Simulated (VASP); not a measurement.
## TiSe: single point with PBEsol+U

TiSe:

```
CELL_PARAMETERS angstrom
3.40340 0.00000 0.00000
0.00000 3.40340 0.00000
0.00000 0.00000 3.40340
ATOMIC_POSITIONS crystal
Ti 0.00000 0.00000 0.00000
Se 0.50000 0.50000 0.50000
```

The cell comes from a database or a generator and needn't be the stable form of this composition.

```
Program                : VASP 6.6.1
Task                   : single point
Functional             : PBEsol
Potentials or basis    : VASP PAW PBE potentials, release 64 (Ti_sv, Se)
Cutoff                 : 520 eV
k mesh                 : 6 × 6 × 6
Occupations            : gaussian, width 0.05 eV
Spin                   : collinear spin, random start
Starting moments       : [0.9, 0.0] μB
Hubbard terms          : Ti d U = 8 eV
Further INCAR settings : ALGO = Normal; EDIFF = 1e-06; NBANDS = 20
```

The pressure is -10.7 GPa, the band gap on the k mesh is none (metal or under the smearing width) and the net moment is 0.00 μB per cell. The valence electrons inside the program's atomic spheres are Ti 9.83; Se 3.86.

Levels at points of the mesh, in eV from the Fermi level:
Spin up:
| k point | band 5 | band 6 | band 7 | band 8 | band 9 | band 10 | band 11 | band 12 | band 13 | band 14 |
| --- | --- | --- | --- | --- | --- | --- | --- | --- | --- | --- |
| (0.00, 0.00, 0.00) | -14.78 | -1.71 | -1.71 | -1.71 | -1.60 | -1.60 | 0.85 | 2.57 | 2.57 | 2.57 |
| (0.50, 0.00, 0.00) | -13.72 | -7.11 | -1.80 | -1.80 | -1.01 | 1.22 | 2.75 | 3.56 | 3.87 | 3.87 |
| (0.50, 0.50, 0.00) | -13.03 | -5.36 | -5.36 | -1.90 | -0.30 | 1.34 | 1.61 | 1.61 | 1.79 | 2.73 |
| (0.50, 0.50, 0.50) | -12.16 | -5.02 | -5.02 | -5.02 | 1.38 | 1.38 | 1.71 | 1.71 | 1.71 | 4.18 |
Spin down:
```csv
k point,band 6,band 7,band 8,band 9,band 10,band 11,band 12,band 13
"(0.00, 0.00, 0.00)",-1.71,-1.71,-1.71,-1.60,-1.60,0.85,2.57,2.57
"(0.50, 0.00, 0.00)",-7.11,-1.80,-1.80,-1.01,1.22,2.75,3.56,3.87
"(0.50, 0.50, 0.00)",-5.36,-5.36,-1.90,-0.30,1.34,1.61,1.61,1.79
"(0.50, 0.50, 0.50)",-5.02,-5.02,-5.02,1.38,1.38,1.71,1.71,1.71
```

Eigenvalues of the final occupation matrices:
```csv
site,spin,trace,eigenvalues
site 1 d,1,0.82,0.06 0.06 0.06 0.32 0.32
site 1 d,2,0.82,0.06 0.06 0.06 0.32 0.32
```

Run time: 82 s on 1 thread of Intel(R) Xeon(R) Platinum 8488C (Sapphire Rapids), with other jobs on the host, peak memory 0.18 GiB.

Caveat: the PAW data sets were made with another functional, which shifts forces and pressure a little. The state reached can hang on the start; a lower one may exist.
